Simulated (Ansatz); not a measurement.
# Phonon spectrum of ZnO

All numbers below come from DFT PBE, scalar-relativistic, plane waves, PAW in Ansatz 0.2.0. Settings: 420 eV plane-wave cutoff, Γ-centred 12×12×12 mesh, fixed occupations. No spin polarisation. Phonons by linear response, acoustic sum rule imposed.

Equilibrium structure at this level:
```xyz
2
Lattice="0.0000 2.1650 2.1650 2.1650 0.0000 2.1650 2.1650 2.1650 0.0000" Properties=species:S:1:pos:R:3 pbc="T T T"
Zn    0.0000    0.0000    0.0000
O     2.1650    2.1650    2.1650
```

The cell has the rock salt type, in a space group that the Crystallography Open Database lists for this formula; it was reached from a generator's guess.

Force constants from linear response on a 4×4×4 q mesh.

Q: Is the structure dynamically stable on the q mesh?

A: Yes, on this mesh: no mode is imaginary.

Q: Give the frequencies (cm⁻¹) at the zone-boundary points of high symmetry (interpolated where a point lies off the q mesh).

A:
```tsv
point	q	frequencies
X	0.500 0.000 0.500	127 127 194 322 322 431
U	0.625 0.250 0.625	131 179 187 275 396 409
K	0.375 0.375 0.750	131 179 187 275 396 409
L	0.500 0.500 0.500	122 122 168 168 283 484
W	0.500 0.250 0.750	167 167 170 340 386 386
```
